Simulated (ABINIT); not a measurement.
Set up this calculation in ABINIT 10.8.3 (patched build), as the native input.

```yaml
Task: equation of state
Functional: r2SCAN
Potentials_or_basis: Ansatz NC r2SCAN
Cutoff: 1007 eV
k_mesh: 6 × 6 × 6
Occupations: fermi-dirac, width 0.05 eV
Spin: no spin polarisation
```

The system is PbS (Galena).

```xyz
2
Lattice="0.0000 2.9657 2.9657 2.9657 0.0000 2.9657 2.9657 2.9657 0.0000" Properties=species:S:1:pos:R:3 pbc="T T T"
Pb    0.0000    0.0000    0.0000
S     2.9657    2.9657    2.9657
```

These files were run (other wordings do the same):

run.abi

```
# Datasets: one volume each
ndtset 7
scalecart1 3*0.9795861087
scalecart2 3*0.9864848297
scalecart3 3*0.9932883884
scalecart4 3*1.0000000000
scalecart5 3*1.0066227096
scalecart6 3*1.0131594038
scalecart7 3*1.0196128224

# Pseudopotentials
pp_dirpath "./"
pseudos "Pb.upf, S.upf"

# Structure
acell 7.9258966301 7.9258966301 7.9258966301
rprim
     0.0000000000     0.7071067812     0.7071067812
     0.7071067812     0.0000000000     0.7071067812
     0.7071067812     0.7071067812     0.0000000000
ntypat 2
znucl 82 16
natom 2
typat 1 2
xred
     0.0000000000     0.0000000000     0.0000000000
     0.5000000000     0.5000000000     0.5000000000

# Plane-wave basis
ecut 37.0

# k points
kptopt 1
ngkpt 6 6 6
nshiftk 1
shiftk 0.0 0.0 0.0

# Exchange and correlation
ixc -497498
usekden 1
nc_xccc_gspace 1
boxcutmin 3.0

# Bands and occupations
nband 14
occopt 3
tsmear 0.00183747

# SCF cycle
nstep 100
tolvrs 1.0e-9

# Output
iomode 3
prtwf 0
prtden 0
prteig 0
prtebands 0
enunit 2
```

Potentials or basis: Ansatz NC r2SCAN.

The run is started by

```bash
$ mpirun --bind-to none -np 4 abinit run.abi > log 2>&1
```

It gave:

| Item | Value |
| --- | --- |
| Equilibrium volume | 26.64 Å³/atom |
| Bulk modulus | 58 GPa |
| Pressure derivative of the bulk modulus | 4.2 |

Caveat: pressures at fixed basis lie under the slope of the energies.

It took 13 min on 4 MPI ranks on Intel(R) Xeon(R) 6975P-C (Granite Rapids), on a shared host, peak memory 1.1 GiB a rank.
